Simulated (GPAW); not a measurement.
# Al2Pt (Fm-3m) in GPAW: further runs

Runs on Al2Pt. Level: LDA. Tasks: optical spectrum, band structure.

Everything below comes from runs of GPAW 26.7.0. Logs are shortened: lines on timing, memory, paths and dates and some standing lists are left out, and cuts for length are marked. The log counts tension as positive stress, the text compression.

### Step 1. Starting point

It takes space group Fm-3m (No. 225, cubic). The conventional cell has a = 5.910 Å, b = 5.910 Å, c = 5.910 Å, α = 90.00°, β = 90.00°, γ = 90.00°. Pt (site symmetry m-3m) is surrounded by 8 Al at 2.56 Å. Around Al (site symmetry -43m) lie 4 Pt at 2.56 Å.

### Step 2. Optical spectrum, LDA

Input file run.py:

```python
from ase.dft.bandgap import bandgap
from ase.io import write
from ase.spacegroup import crystal
from gpaw import GPAW, PW
from gpaw.response.df import DielectricFunction

# Pt 4a
# Al 8c
atoms = crystal(['Pt', 'Al'],
                basis=[[0.0, 0.0, 0.0],
                       [0.25, 0.25, 0.75]],
                spacegroup=225, setting=1,  # Fm-3m
                cellpar=[5.91, 5.91, 5.91, 90.0, 90.0, 90.0],
                primitive_cell=True)

calc = GPAW(mode=PW(500),
            xc='LDA',
            kpts={'size': (6, 6, 6), 'gamma': True},
            occupations={'name': 'fermi-dirac', 'width': 0.05},
            nbands=23,
            convergence={'density': 1e-06},
            maxiter=150,
            txt='gpaw.txt')
atoms.calc = calc
energy = atoms.get_potential_energy()
calc.write('gs.gpw')
write('result.traj', atoms)
print(f'Energy: {energy:.6f} eV')
print('Fermi level:', round(calc.get_fermi_level(), 4), 'eV')
print(f'Gap: {bandgap(calc)[0]:.4f} eV, direct: {bandgap(calc, direct=True)[0]:.4f} eV')

dense = calc.fixed_density(kpts={'size': (17, 17, 17), 'gamma': True},
                           nbands=65, convergence={'bands': 59, 'eigenstates': 1e-7},
                           update_fermi_level=True, txt='dense.txt')
dense.write('dense.gpw', mode='all')

df = DielectricFunction('dense.gpw', frequencies={'type': 'nonlinear', 'domega0': 0.05, 'omega2': 10},
                        eta=0.15, ecut=40, nbands=59, rate='eta', txt='df.txt')
for direction in ['x']:
    df.get_dielectric_function(xc='ALDA', direction=direction, filename=f'df_{direction}.csv')
```

Potentials or basis: the program's PAW data sets (release 1.2.1) made for this functional, pw.

The run is started by

```bash
$ OMP_NUM_THREADS=1 python run.py
```

gpaw.txt:

```text
__  _  _
 | _ |_)|_||  |
 |__||  | ||/\| - 26.7.0

Input parameters:
  mode=PW(ecut=500.0),
  convergence={'density': 1e-06},
  kpts=MonkhorstPack(size=(6, 6, 6), gamma=True),
  maxiter=150,
  nbands=23,
  occupations=Occupations(name='fermi-dirac', width=0.05),
  xc=XC(name='LDA')

Diagonalizing LCAO Hamiltonian
Converting LCAO to pw mode

                     Al

            Al

       Pt

Atoms  # Å, Bohr magnetons
|   | symbol |        x |        y |        z |    initial magnetic moments |
|---|--------|----------|----------|----------|-----------------------------|
| 0 |     Pt | 0.000000 | 0.000000 | 0.000000 | ( 0.0000,  0.0000,  0.0000) |
| 1 |     Al | 4.432500 | 4.432500 | 4.432500 | ( 0.0000,  0.0000,  0.0000) |
| 2 |     Al | 1.477500 | 1.477500 | 1.477500 | ( 0.0000,  0.0000,  0.0000) |

Unit cell  # Å
| periodic |        x |        y |        z |  lengths |    angles |
|----------|----------|----------|----------|----------|-----------|
|      yes | 0.000000 | 2.955000 | 2.955000 | 4.179001 | 60.000000 |
|      yes | 2.955000 | 0.000000 | 2.955000 | 4.179001 | 60.000000 |
|      yes | 2.955000 | 2.955000 | 0.000000 | 4.179001 | 60.000000 |

Number of symmetries: 48
Symmetry operations  # r_c * U_cc + t_c -> r_c
|    | kind |            matrix            |
|----|------|------------------------------|
|  0 |  σ   |  1, 0, 0,  1, 0,-1,  1,-1, 0 |
|  1 |  C2  |  1, 0, 0,  1,-1, 0,  1, 0,-1 |
|  2 |  E   |  1, 0, 0,  0, 1, 0,  0, 0, 1 |
|  3 |  σ   |  1, 0, 0,  0, 0, 1,  0, 1, 0 |
|  4 |  C4  |  1, 0,-1,  1, 0, 0,  1,-1, 0 |
|  5 |  S6  |  1, 0,-1,  1,-1, 0,  1, 0, 0 |
|  6 |  σ   |  1, 0,-1,  0, 1,-1,  0, 0,-1 |
|  7 |  C3  |  1, 0,-1,  0, 0,-1,  0, 1,-1 |
|  8 |  S6  |  1,-1, 0,  1, 0, 0,  1, 0,-1 |
|  9 |  C4  |  1,-1, 0,  1, 0,-1,  1, 0, 0 |
| 10 |  C3  |  1,-1, 0,  0,-1, 1,  0,-1, 0 |
| 11 |  σ   |  1,-1, 0,  0,-1, 0,  0,-1, 1 |
| 12 |  σ   |  0, 1, 0,  1, 0, 0,  0, 0, 1 |
| 13 |  C4  |  0, 1, 0,  0, 1,-1, -1, 1, 0 |
| 14 |  C3  |  0, 1, 0,  0, 0, 1,  1, 0, 0 |
| 15 |  S6  |  0, 1, 0, -1, 1, 0,  0, 1,-1 |
| 16 |  C2  |  0, 1,-1,  1, 0,-1,  0, 0,-1 |
| 17 |  σ   |  0, 1,-1,  0, 1, 0, -1, 1, 0 |
| 18 |  S4  |  0, 1,-1,  0, 0,-1,  1, 0,-1 |
| 19 |  C4  |  0, 1,-1, -1, 1, 0,  0, 1, 0 |
| 20 |  C3  |  0, 0, 1,  1, 0, 0,  0, 1, 0 |
| 21 |  σ   |  0, 0, 1,  0, 1, 0,  1, 0, 0 |
| 22 |  S6  |  0, 0, 1,  0,-1, 1, -1, 0, 1 |
| 23 |  C4  |  0, 0, 1, -1, 0, 1,  0,-1, 1 |
| 24 |  S4  |  0, 0,-1,  1, 0,-1,  0, 1,-1 |
| 25 |  C3  |  0, 0,-1,  0, 1,-1,  1, 0,-1 |
| 26 |  C2  |  0, 0,-1,  0,-1, 0, -1, 0, 0 |
| 27 |  S6  |  0, 0,-1, -1, 0, 0,  0,-1, 0 |
| 28 |  S4  |  0,-1, 1,  1,-1, 0,  0,-1, 0 |
| 29 |  C4  |  0,-1, 1,  0, 0, 1, -1, 0, 1 |
| 30 |  C2  |  0,-1, 1,  0,-1, 0,  1,-1, 0 |
| 31 |  σ   |  0,-1, 1, -1, 0, 1,  0, 0, 1 |
| 32 |  C3  |  0,-1, 0,  1,-1, 0,  0,-1, 1 |
| 33 |  S6  |  0,-1, 0,  0, 0,-1, -1, 0, 0 |
| 34 |  S4  |  0,-1, 0,  0,-1, 1,  1,-1, 0 |
| 35 |  C2  |  0,-1, 0, -1, 0, 0,  0, 0,-1 |
| 36 |  C2  | -1, 1, 0,  0, 1, 0,  0, 1,-1 |
| 37 |  S6  | -1, 1, 0,  0, 1,-1,  0, 1, 0 |
| 38 |  S4  | -1, 1, 0, -1, 0, 1, -1, 0, 0 |
| 39 |  C3  | -1, 1, 0, -1, 0, 0, -1, 0, 1 |
| 40 |  S6  | -1, 0, 1,  0, 0, 1,  0,-1, 1 |
| 41 |  C2  | -1, 0, 1,  0,-1, 1,  0, 0, 1 |
| 42 |  C3  | -1, 0, 1, -1, 1, 0, -1, 0, 0 |
| 43 |  S4  | -1, 0, 1, -1, 0, 0, -1, 1, 0 |
| 44 |  C2  | -1, 0, 0,  0, 0,-1,  0,-1, 0 |
| 45 |  i   | -1, 0, 0,  0,-1, 0,  0, 0,-1 |
| 46 |  σ   | -1, 0, 0, -1, 1, 0, -1, 0, 1 |
| 47 |  C2  | -1, 0, 0, -1, 0, 1, -1, 1, 0 |

BZ-sampling:
  Number of BZ points: 216
  Number of IBZ points: 16

  Monkhorst-Pack size: [6, 6, 6]
  Monkhorst-Pack shift: [0.08333333333333333, 0.08333333333333333, 0.08333333333333333]

K-points  # in reciprocal-cell coordinates
|     |                                coordinates |     weight |
|-----|--------------------------------------------|------------|
|   0 | (  0.00000000,   0.00000000,   0.00000000) | 0.00462963 |
|   1 | (  0.16666667,   0.16666667,   0.00000000) | 0.02777778 |
|   2 | (  0.16666667,   0.16666667,   0.16666667) | 0.03703704 |
|   3 | (  0.33333333,   0.16666667,   0.16666667) | 0.05555556 |
|   4 | (  0.33333333,   0.33333333,  -0.33333333) | 0.05555556 |
|   5 | (  0.33333333,   0.33333333,   0.00000000) | 0.02777778 |
|   6 | (  0.33333333,   0.33333333,   0.16666667) | 0.11111111 |
|   7 | (  0.33333333,   0.33333333,   0.33333333) | 0.03703704 |
|   8 | (  0.50000000,   0.33333333,  -0.33333333) | 0.11111111 |
|   9 | (  0.50000000,   0.33333333,  -0.16666667) | 0.05555556 |
| ... |                                            |            |
|  15 | (  0.50000000,   0.50000000,   0.50000000) | 0.01851852 |

Plane wave coefficients: 1363
Cutoff: 500.0 eV

Spin-components: 1 (collinear spins)
Bands:           23
Projectors:      16
Spin-degeneracy: 2
Datatype:        complex128

Parallelization:
  kpt:    1
  domain: 1
  band:   1

Density:
  Valence electrons: 22.0
  Components: 1
  Grid points: [24 24 24]
  Charge: 0.0  # |e|

Potential:
  Grid points: [24 24 24]

species:
  Pt:
    name:    Platinum
    Z:       78.0
    valence: 16
    core:    62
    charge:  0.0  # [|e|]
    compensation charges:
      type: gauss
      rc: 0.41  # [Å]
      lmax: 2
    cutoffs:
      filter: 2.26  # [Å]
      core: 2.26  # [Å]
    projectors
    | kind |    occ | energy [eV] | rcut [Å] |
    |------|--------|-------------|----------|
    |   6s |  1.000 |      -5.930 |    1.307 |
    |   5p |  6.000 |     -56.318 |    1.371 |
    |   6p |  0.000 |      -0.962 |    1.371 |
    |   5d |  9.000 |      -6.387 |    1.307 |
    |    s |        |      21.281 |    1.307 |
    |    d |        |      20.825 |    1.307 |

    Using partial waves for Pt as LCAO basis

  Al:
    name:    Aluminium
    Z:       13.0
    valence: 3
    core:    10
    charge:  0.0  # [|e|]
    compensation charges:
      type: gauss
      rc: 0.34  # [Å]
      lmax: 2
    cutoffs:
      filter: 1.91  # [Å]
      core: 2.36  # [Å]
    projectors
    | kind |    occ | energy [eV] | rcut [Å] |
    |------|--------|-------------|----------|
    |   3s |  2.000 |      -7.830 |    1.085 |
    |   3p |  1.000 |      -2.783 |    1.085 |
    |    s |        |      19.382 |    1.085 |
    |    p |        |      24.428 |    1.085 |
    |    d |        |       0.000 |    1.085 |

    Using partial waves for Al as LCAO basis

Reference energy: -513253.591483  # eV

eigensolver:
  PPCG
  Converge bands: occupied
  niter=2

density mixing:
  MSR1-Mixer
  Pratt-step length: 0.05
  Maximum mixing coefficient: 0.75
  Old densities: 10
  SVD Regularization: 0.005
  Good broyden scale: 1.0
  Trust region scale: 1.0
  Backstep threshold: 4.0
  History deletion threshold: 6.0
  Fourier metric: weight=20.0, sigma=0.015

occupation numbers:
  Fermi-Dirac:
    width: 0.0500  # eV

poisson solver:
  ecut: 4000.0  # eV

xc functional:
  name: None

convergence criteria:
- Maximum integral of absolute [dens]ity change: 1e-06 electrons / valence electron
- Maximum [total energy] change in last 3 cyles: 0.0005 eV / valence electron
- Maximum integral of absolute [eigenst]ate change: 4e-08 eV^2 / valence electron
maximum number of iterations: 150

SCF iterations
|iter     | |      energy | eigst |  dens |
|---------|-|-------------|-------|-------|
|iter:   1| |  -19.855258 | +0.36 |       |
|iter:   2| |  -19.602437 | -2.14 | -0.98 |
|iter:   3| |  -18.969670 | -1.76 | -1.03 |
|iter:   4| |  -18.919551 | -3.31 | -1.47 |
|iter:   5| |  -18.907151 | -3.50 | -1.81 |
|iter:   6| |  -18.907097 | -4.69 | -2.56 |
|iter:   7| |  -18.907115c| -5.60 | -3.16 |
|iter:   8| |  -18.907115c| -7.49c| -4.02 |
|iter:   9| |  -18.907115c| -7.73c| -4.32 |
|iter:  10| |  -18.907115c| -8.94c| -5.94 |
|iter:  11| |  -18.907115c| -9.85c| -6.39c|

Converged in 11 steps
Energy contributions relative to reference atoms: (reference = -513253.591483)

Energy contributions:
  Kinetic:           1.867255
  Coulomb:          -1.778344
  Zero:             -0.435663
  External:          0.000000
  Xc:              -18.557406
  Entropy:          -0.005915
  Spinorbit:         0.000000
  ----------------------------
  Free energy:     -18.910073
  Extrapolated:    -18.907115

dipole moment: (-20.572650, -20.572650, -20.572650)  # |e|*Ang

Fermi level: 7.402
Eigenvalues  # (at kpt = [0.000, 0.000, 0.000])
| band index |      eig [eV] | occ [0-2] |
|------------|---------------|-----------|
|          0 |       -45.859 |     2.000 |
|          1 |       -45.859 |     2.000 |
|          2 |       -45.859 |     2.000 |
|          3 |        -2.834 |     2.000 |
|          4 |         2.316 |     2.000 |
|          5 |         2.316 |     2.000 |
[... 9 lines left out ...]
|         15 |        12.754 |     0.000 |
|         16 |        13.676 |     0.000 |
|        ... |               |           |
|         22 |        19.857 |     0.000 |

No gap
No difference between direct/indirect transitions
# Writing to gs.gpw (mode='')
```

Wall time 6.9 min (1 thread of Arm Neoverse V2, shared host); peak memory 0.87 GiB.

What came out:

- Free energy: -18.9101 eV
- Band gap on the k mesh: none (metal or under the smearing width)

Dielectric function (mean over the directions given):
| energy (eV) | real part | imaginary part |
| --- | --- | --- |
| 0.51 | -147.31 | 124.29 |
| 1.15 | -40.51 | 30.92 |
| 1.77 | -17.36 | 9.03 |
| 2.42 | -5.51 | 4.02 |
| 3.04 | 1.11 | 4.65 |
| 3.69 | 2.68 | 10.18 |
| 4.30 | -1.85 | 10.24 |
| 4.94 | -4.09 | 6.20 |
| 5.53 | -2.81 | 4.43 |
| 6.15 | -1.32 | 3.25 |
| 6.87 | -0.93 | 3.29 |
| 7.55 | -0.32 | 3.42 |
| 8.16 | -0.42 | 4.15 |
| 8.80 | -2.14 | 3.29 |
| 9.47 | -1.36 | 2.28 |
| 10.06 | -1.33 | 2.08 |
| 10.67 | -1.22 | 1.71 |
| 11.31 | -1.09 | 1.46 |
| 11.96 | -0.93 | 1.20 |
| 12.53 | -0.76 | 0.97 |
| 13.36 | -0.59 | 0.81 |
| 13.97 | -0.50 | 0.68 |
| 14.61 | -0.33 | 0.52 |
| 15.26 | -0.16 | 0.48 |
| 15.94 | -0.06 | 0.41 |
| 16.64 | 0.04 | 0.39 |
| 17.36 | 0.12 | 0.37 |
| 18.12 | 0.18 | 0.37 |
| 18.90 | 0.26 | 0.33 |
| 19.87 | 0.27 | 0.32 |

Caveat: the intraband term hangs on this k mesh; the long-wavelength limit can be off by several per cent where d states take part; these spectra lack excitons.

(Continued in part 2 of 3.)
